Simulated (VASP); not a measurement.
# SnTe (F-43m) in VASP: single point with PBEsol

Aim: the single point of SnTe with PBEsol.

Program: VASP 6.6.1. These are calculated values, not measurements. Logs are shortened: lines on timing, memory, paths and dates and some standing lists are left out, and cuts for length are marked.

## Step 1: The crystal as given

Symmetry: F-43m, No. 216, cubic system. Conventional cell: a = 7.222 Å, b = 7.222 Å, c = 7.222 Å, α = 90.00°, β = 90.00°, γ = 90.00°. Sn (site symmetry -43m) has 4 Te at 3.13 Å as nearest neighbours. Around Te (site symmetry -43m) lie 4 Sn at 3.13 Å.

Measurements of this composition are mostly on another form, of space group No. 225.

## Step 2: Single point, PBEsol

File INCAR:

```
PREC = Accurate ; ENCUT = 520
EDIFF = 1E-7 ; ISMEAR = 0
SIGMA = 0.01 ; LREAL = False
LASPH = True ; NELM = 100
ALGO = Fast ; ISIF = 2
LWAVE = False ; LCHARG = False
GGA = PS ; NBANDS = 17
```

File KPOINTS:

```
Automatic mesh
0
Gamma
  4 4 4
```

File POSCAR:

```
SnTe
1.0
    0.0000000000      3.6111460000      3.6111460000
    3.6111460000      0.0000000000      3.6111460000
    3.6111460000      3.6111460000      0.0000000000
Sn Te
1 1
Direct
    0.0000000000      0.0000000000      0.0000000000
    0.7500000000      0.7500000000      0.7500000000
```

Potentials or basis: VASP PAW PBE potentials, release 64 (Sn_d, Te).

Command:

```bash
$ cat potpaw_PBE.64/Sn_d/POTCAR potpaw_PBE.64/Te/POTCAR > POTCAR
$ mpirun -np 1 vasp_std > vasp.out
```

OUTCAR:

```text
PREC = Accurate
   ENCUT = 520
   EDIFF = 1E-7
   ISMEAR = 0
   LREAL = False
   LASPH = True
   NELM = 100
   ISIF = 2
   GGA = PS

 ion  position               nearest neighbor table
   1  0.000  0.000  0.000-   2 3.13   2 3.13   2 3.13   2 3.13
   2  0.750  0.750  0.750-   1 3.13   1 3.13   1 3.13   1 3.13

  LATTYP: Found a face centered cubic cell.
 ALAT       =     7.2222920000

  Lattice vectors:

 A1 = (   0.0000000000,   3.6111460000,   3.6111460000)
 A2 = (   3.6111460000,   0.0000000000,   3.6111460000)
 A3 = (   3.6111460000,   3.6111460000,   0.0000000000)

Analysis of symmetry for initial positions (statically):
=====================================================================
 Subroutine PRICEL returns:
 Original cell was already a primitive cell.

 Routine SETGRP: Setting up the symmetry group for a
 face centered cubic supercell.

 Subroutine GETGRP returns: Found 24 space group operations
 (whereof 24 operations were pure point group operations)
 out of a pool of 48 trial point group operations.

The static configuration has the point symmetry T_d .

Analysis of symmetry for dynamics (positions and initial velocities):
=====================================================================
 Subroutine PRICEL returns:
 Original cell was already a primitive cell.

 Routine SETGRP: Setting up the symmetry group for a
 face centered cubic supercell.

 Subroutine GETGRP returns: Found 24 space group operations
 (whereof 24 operations were pure point group operations)
 out of a pool of 48 trial point group operations.

The dynamic configuration has the point symmetry T_d .

 Subroutine INISYM returns: Found 24 space group operations
 (whereof 24 operations are pure point group operations),
 and found     1 'primitive' translations

----------------------------------------------------------------------------------------

                                     Primitive cell

  volume of cell :      94.1814

  direct lattice vectors                    reciprocal lattice vectors
     0.000000000  3.611146000  3.611146000    -0.138460201  0.138460201  0.138460201
     3.611146000  0.000000000  3.611146000     0.138460201 -0.138460201  0.138460201
     3.611146000  3.611146000  0.000000000     0.138460201  0.138460201 -0.138460201

  length of vectors
     5.106931649  5.106931649  5.106931649     0.239820102  0.239820102  0.239820102

  position of ions in fractional coordinates (direct lattice)
     0.000000000  0.000000000  0.000000000
     0.750000000  0.750000000  0.750000000

[... 60 lines left out ...]
   LREAL  =      F    real-space projection
   EDIFFG = 0.1E-05   stopping-criterion for IOM
   NSW    =      0    number of steps for IOM
   IBRION =     -1    ionic relax: 0-MD 1-quasi-New 2-CG
   NFREE  =      0    steps in history (QN), initial steepest desc. (CG)
   ISIF   =      2    stress and relaxation
   ISYM   =      2    0-nonsym 1-usesym 2-fastsym
   POTIM  = 0.5000    time-step for ionic-motion
   TEBEG  =    0.0;   TEEND  =   0.0 temperature during run
   PSTRESS=    0.0 pullay stress
   NELECT =      20.0000    total number of electrons
   NUPDOWN=      -1.0000    fix difference up-down
   EMIN   =  10.00;   EMAX   =-10.00  energy-range for DOS
   EFERMI =   0.00;   METHOD = LEGACY
   ISMEAR =     0;   SIGMA  =   0.01  broadening in eV -4-tet -1-fermi 0-gaus
   EFERMI_NEDOS =   21; number of points for ismear=-14 and -15
   IALGO  =     68    algorithm
   IMIX   =      4    mixing-type and parameters
     AMIX     =   0.40;   BMIX     =  1.00
     AMIX_MAG =   1.60;   BMIX_MAG =  1.00
  volume/ion in A,a.u.               =      47.09       317.78
  Fermi-wavevector in a.u.,A,eV,Ry     =   0.976704  1.845704 12.979296  0.953951
  Thomas-Fermi vector in A             =   2.107344
   LORBIT       =      0    0 simple, 1 ext, 2 COOP (PROOUT), +10 PAW based schemes
   GGA     = PS    functional components
   LHFCALC =     F    Hartree Fock is set to
   AEXX    =    0.0000 exact exchange contribution
   IVDW    =     0    specifies the selected vdW correction
   LEPSILON=     F    determine dielectric tensor
   LRPA    =     F    only Hartree local field effects (RPA)
 non-spin polarized calculation
 RMM-DIIS sequential band-by-band and
 Gauss-broadening in eV      SIGMA  =   0.01
  energy-cutoff  :      520.00
  volume of cell :       94.18
 maximum number of plane-waves:      2637
 NGX is ok and might be reduce to    40
   NGX = 19   NGY = 19   NGZ = 19

 number of electron      19.9999999 magnetization

 Free energy of the ion-electron system (eV)
  ---------------------------------------------------
  ext. energy  EPLUGINS =         0.00000000
  ---------------------------------------------------
  free energy    TOTEN  =        -7.61228847 eV

  energy without entropy =       -7.61224652  energy(sigma->0) =       -7.61226750

 E-fermi :   3.0816     XC(G=0):  -7.6318

 val. band max:        3.0637631528   @ k =  -0.2500   0.5000   0.2500
 cond. band min:       3.0976668467   @ k =   0.5000   0.5000   0.0000
 fundamental gap:      0.0339036939
 Fermi energy:         3.0816128084

 k-point     1 :       0.0000    0.0000    0.0000
  band No.  band energies     occupation
      1     -18.6669      2.00000
      2     -18.6669      2.00000
      3     -18.6669      2.00000
      4     -18.6576      2.00000
      5     -18.6576      2.00000
      6      -8.5138      2.00000
[... 137 lines left out ...]
      4     -18.6578      2.00000
      5     -18.6571      2.00000
      6      -7.7518      2.00000
[... 9 lines left out ...]
     16      10.8696      0.00000
     17      10.8804      0.00000

------------------------ aborting loop because EDIFF is reached ----------------------------------------

  FORCE on cell =-STRESS in cart. coord.  units (eV):
  Direction    XX          YY          ZZ          XY          YZ          ZX
  --------------------------------------------------------------------------------------
  -------------------------------------------------------------------------------------
  Total       -0.8624974     -0.8624974     -0.8624974     -0.0000000      0.0000000     -0.0000000
  in kB      -14.6724701    -14.6724701    -14.6724701     -0.0000000      0.0000000     -0.0000000
  external PRESSURE =     -14.6724701 kB  Pullay stress =       0.0000000 kB

 VOLUME and BASIS-vectors are now :
 -----------------------------------------------------------------------------
  energy-cutoff  :      520.00
  volume of cell :       94.18
      direct lattice vectors                 reciprocal lattice vectors
     0.000000000  3.611146000  3.611146000    -0.138460201  0.138460201  0.138460201
     3.611146000  0.000000000  3.611146000     0.138460201 -0.138460201  0.138460201
     3.611146000  3.611146000  0.000000000     0.138460201  0.138460201 -0.138460201

 POSITION                                       TOTAL-FORCE (eV/Angst)
 -----------------------------------------------------------------------------------
      0.00000      0.00000      0.00000         0.000000      0.000000      0.000000
      5.41672      5.41672      5.41672        -0.000000     -0.000000     -0.000000
 -----------------------------------------------------------------------------------
    total drift:                                0.000000      0.000000      0.000000

  FREE ENERGIE OF THE ION-ELECTRON SYSTEM (eV)
  ---------------------------------------------------
  free  energy   TOTEN  =        -7.6122884746 eV

  energy  without entropy=       -7.6122465194  energy(sigma->0) =       -7.61226750
```

stdout:

```text
POSCAR found type information on POSCAR SnTe
 POSCAR found :  2 types and       2 ions
 scaLAPACK will be used
 -----------------------------------------------------------------------------
|                                                                             |
|                                                                             |
|     You enforced a specific xc type in the INCAR file but a different       |
|     I HOPE YOU KNOW WHAT YOU ARE DOING!                                     |
|                                                                             |
 -----------------------------------------------------------------------------

 LDA part: xc-table for (Slater+PW92), standard interpolation
 POSCAR, INCAR and KPOINTS ok, starting setup
 FFT: planning ... GRIDC
 FFT: planning ... GRID_SOFT
 FFT: planning ... GRID
 WAVECAR not read
 entering main loop
```

It took 11 s on 1 thread of Intel Xeon 6975P-C (Granite Rapids), shared host; peak memory 0.23 GiB.

Results:

```yaml
Free_energy: -7.6123 eV
Pressure: -1.5 GPa
Band_gap_on_the_k_mesh: 0.03 eV, indirect (least direct gap 0.76 eV)
```

Caveat: the PAW data sets were made with another functional, which shifts forces and pressure a little; spin-orbit coupling is left out, which moves the levels of the heavy elements.
